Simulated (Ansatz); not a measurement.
# GaN under changes of volume

One of the cells (11.444 Å³/atom); the others are scaled copies at fixed shape and fractional positions:

```
CELL_PARAMETERS angstrom
0.00000 2.25350 2.25350
2.25350 0.00000 2.25350
2.25350 2.25350 0.00000
ATOMIC_POSITIONS crystal
Ga 0.00000 0.00000 0.00000
N 0.25000 0.25000 0.25000
```

The cell is a database's computed one.

- Program: Ansatz 0.2.0
- Functional: PBE
- Potentials or basis: Ansatz PAW earlier set
- Cutoff: 1300 eV
- Density cutoff: 10400 eV
- k mesh: 10 × 10 × 10
- Occupations: fermi-dirac, width 0.05 eV
- Spin: no spin polarisation

| volume (Å³/atom) | energy over the lowest point (meV/atom) | pressure (GPa) | gap on the mesh (eV) |
| --- | --- | --- | --- |
| 10.757 | 53.34 | 18.6 | 2.13 |
| 10.986 | ? | ? | ? |
| 11.215 | 14.33 | 9.0 | 1.86 |
| 11.444 | 4.40 | 4.9 | 1.73 |
| 11.673 | 0.00 | 1.3 | 1.61 |
| 11.902 | 0.58 | -2.0 | 1.48 |
| 12.131 | 5.65 | -5.0 | 1.36 |

Q: What does the run at 10.986 Å³/atom give?

A: Energy over the lowest point 30.41 meV/atom; pressure 13.6 GPa; gap on the mesh 2.00 eV.

Worked out: A Birch-Murnaghan fit of order 3 (a polynomial in V^(-2/3)) to the other rows has its minimum at 11.76 Å³/atom with B0 = V·E''(V) = 172 GPa and B' = 4.4. It gives 30.41 meV/atom at 10.986 Å³/atom, against the run's 30.41, and -dE/dV = 13.6 GPa, against 13.6. A straight line through the other rows of the gap, of slope -6.4 eV per unit of ln V (its deformation potential), gives 1.99 eV, against the run's 2.00.

Energies are extrapolated to zero smearing.

Spin-orbit coupling on Ga is left out.
